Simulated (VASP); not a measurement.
# Y: band structure with RPBE

Crystal: Y.

```
CELL_PARAMETERS angstrom
3.64740 0.00000 0.00000
-1.82370 3.15874 0.00000
0.00000 0.00000 5.73060
ATOMIC_POSITIONS crystal
Y 0.66667 0.33333 0.75000
Y 0.33333 0.66667 0.25000
```

```
Program                : VASP 6.6.1
Task                   : band structure
Functional             : RPBE
Potentials or basis    : VASP PAW PBE potentials, release 64 (Y_sv)
Cutoff                 : 520 eV
k mesh                 : 8 × 8 × 5
Occupations            : fermi-dirac, width 0.05 eV
Spin                   : no spin polarisation
Further INCAR settings : ALGO = Normal; EDIFF = 1e-06; NBANDS = 18
```

```json
{
 "Pressure": "1.3 GPa",
 "Band gap along the path": "none (metal or under the smearing width)"
}
```

Stress tensor (GPa, compression positive):
```
1.42 0.00 0.00
0.00 1.42 0.00
0.00 0.00 1.03
```

Levels at the corners of the path, in eV from the Fermi level:
| point | band 7 | band 8 | band 9 | band 10 | band 11 | band 12 | band 13 | band 14 |
| --- | --- | --- | --- | --- | --- | --- | --- | --- |
| Γ | -22.45 | -22.42 | -4.66 | -1.83 | 0.84 | 1.78 | 1.78 | 2.07 |
| M | -22.56 | -22.50 | -1.65 | -1.16 | -0.79 | -0.12 | 1.40 | 1.51 |
| M | -22.56 | -22.50 | -1.65 | -1.16 | -0.79 | -0.12 | 1.40 | 1.51 |
| K | -22.65 | -22.64 | -0.67 | -0.65 | -0.65 | -0.45 | 1.09 | 1.09 |
| K | -22.65 | -22.64 | -0.67 | -0.65 | -0.65 | -0.45 | 1.09 | 1.09 |
| Γ | -22.45 | -22.42 | -4.66 | -1.83 | 0.84 | 1.78 | 1.78 | 2.07 |
| Γ | -22.45 | -22.42 | -4.66 | -1.83 | 0.84 | 1.78 | 1.78 | 2.07 |
| A | -22.49 | -22.49 | -3.24 | -3.24 | 0.96 | 0.96 | 1.70 | 1.70 |
| A | -22.49 | -22.49 | -3.24 | -3.24 | 0.96 | 0.96 | 1.70 | 1.70 |
| L | -22.56 | -22.56 | -1.62 | -1.62 | 0.08 | 0.08 | 1.37 | 1.37 |
| L | -22.56 | -22.56 | -1.62 | -1.62 | 0.08 | 0.08 | 1.37 | 1.37 |
| H | -22.51 | -22.51 | -0.37 | -0.37 | -0.34 | -0.34 | 0.40 | 0.40 |
| H | -22.51 | -22.51 | -0.37 | -0.37 | -0.34 | -0.34 | 0.40 | 0.40 |
| A | -22.49 | -22.49 | -3.24 | -3.24 | 0.96 | 0.96 | 1.70 | 1.70 |
| L | -22.56 | -22.56 | -1.62 | -1.62 | 0.08 | 0.08 | 1.37 | 1.37 |
| M | -22.56 | -22.50 | -1.65 | -1.16 | -0.79 | -0.12 | 1.40 | 1.51 |
| K | -22.65 | -22.64 | -0.67 | -0.65 | -0.65 | -0.45 | 1.09 | 1.09 |
| H | -22.51 | -22.51 | -0.37 | -0.37 | -0.34 | -0.34 | 0.40 | 0.40 |

Wall time 72 s on 1 thread of AMD EPYC 9R45 96-Core Processor (Zen 5), on a shared host, peak memory 0.18 GiB.

Caveat: the PAW data sets were made with another functional, which shifts forces and pressure a little.
